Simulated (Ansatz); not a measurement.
**CuO (Tenorite) under changes of volume**

One of the cells (10.135 Å³/atom); the others are scaled copies at fixed shape and fractional positions:

```
Cu O
1.0
     2.34185   -1.71130    0.00000
     2.34185    1.71130    0.00000
    -0.85003    0.00000    5.05787
Cu O
2 2
Direct
  0.50000 0.00000 0.50000
  0.00000 0.50000 0.00000
  0.41840 0.58160 0.75000
  0.58160 0.41840 0.25000
```

* Program: Ansatz 0.2.0
* Functional: PBE
* Potentials or basis: Ansatz PAW polarizable
* Cutoff: 420 eV (not typed: the program's choice for these potentials)
* k mesh: 10 × 10 × 5
* Occupations: fermi-dirac, width 0.05 eV
* Spin: no spin polarisation

```tsv
volume (Å³/atom)	energy over the lowest point (meV/atom)	pressure (GPa)	largest force (eV/Å)
9.527	51.20	19.1	0.048
9.730	30.24	14.1	0.126
9.932	?	?	?
10.135	5.57	5.7	0.261
10.338	0.65	2.2	0.321
10.540	0.00	-1.0	0.376
10.743	3.17	-3.9	0.426
```

Task: What does the run at 9.932 Å³/atom give?

Result: Energy over the lowest point 15.24 meV/atom; pressure 9.7 GPa; largest force 0.196 eV/Å.

Worked out: A Birch-Murnaghan fit of order 3 (a polynomial in V^(-2/3)) to the other rows has its minimum at 10.47 Å³/atom with B0 = V·E''(V) = 162 GPa and B' = 4.6 at fixed shape and positions, which overstates the stiffness. It gives 15.28 meV/atom at 9.932 Å³/atom, against the run's 15.24, and -dE/dV = 9.7 GPa, against 9.7.

Energies are extrapolated to zero smearing.

Caveats: the run has no spin polarisation, though such a crystal can be magnetic.
